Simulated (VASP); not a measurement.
Crystal: CdO2.

```xyz
6
Lattice="4.3792 0.0000 0.0000 0.0000 4.3792 0.0000 0.0000 0.0000 4.3792" Properties=species:S:1:pos:R:3 pbc="T T T"
Cd    0.0000    0.0000    0.0000
Cd    2.1896    2.1896    2.1896
O     1.0948    1.0948    1.0948
O     1.0948    3.2844    3.2844
O     3.2844    3.2844    1.0948
O     3.2844    1.0948    3.2844
```

The cell was built by a generator and needn't be a form met in nature.

* Program: VASP 6.6.1
* Task: relaxation of cell and atoms
* Functional: r2SCAN
* Potentials or basis: VASP PAW PBE potentials, release 64 (Cd, O)
* Cutoff: 600 eV
* k mesh: 4 × 4 × 4
* Occupations: gaussian, width 0.1 eV
* Spin: no spin polarisation

At the start: pressure 26.3 GPa; volume 14.00 Å³/atom.

Q: How do energy, volume and symmetry change on relaxing?

A: Over 3 steps the energy falls by 228.1 meV/atom and the volume is 17.42 Å³/atom (+24.4 %); space group Pn-3m (No. 224, to 0.05 Å).

The path:
| step | energy change (eV) | largest force (eV/Å) | pressure (GPa) | volume (Å³) |
| --- | --- | --- | --- | --- |
| 1 | 0.0000 | 0.0000 | 26.32 | 83.98 |
| 2 | -1.1997 | 0.0000 | -4.95 | 115.15 |
| 3 | -1.3688 | 0.0000 | 0.35 | 104.50 |

Final structure:
```yaml
crystal:
  lattice:
    - [4.71022, 0.00000, 0.00000]
    - [0.00000, 4.71022, 0.00000]
    - [0.00000, 0.00000, 4.71022]
  atoms:
    - { symbol: Cd, position: [0.00000, 0.00000, 0.00000] }
    - { symbol: Cd, position: [0.50000, 0.50000, 0.50000] }
    - { symbol: O, position: [0.25000, 0.25000, 0.25000] }
    - { symbol: O, position: [0.25000, 0.75000, 0.75000] }
    - { symbol: O, position: [0.75000, 0.75000, 0.25000] }
    - { symbol: O, position: [0.75000, 0.25000, 0.75000] }
```

Caveat: the volume moved by over 15 % at a fixed basis, so the end points are rough; the PAW data sets were made with another functional, which shifts forces and pressure a little.
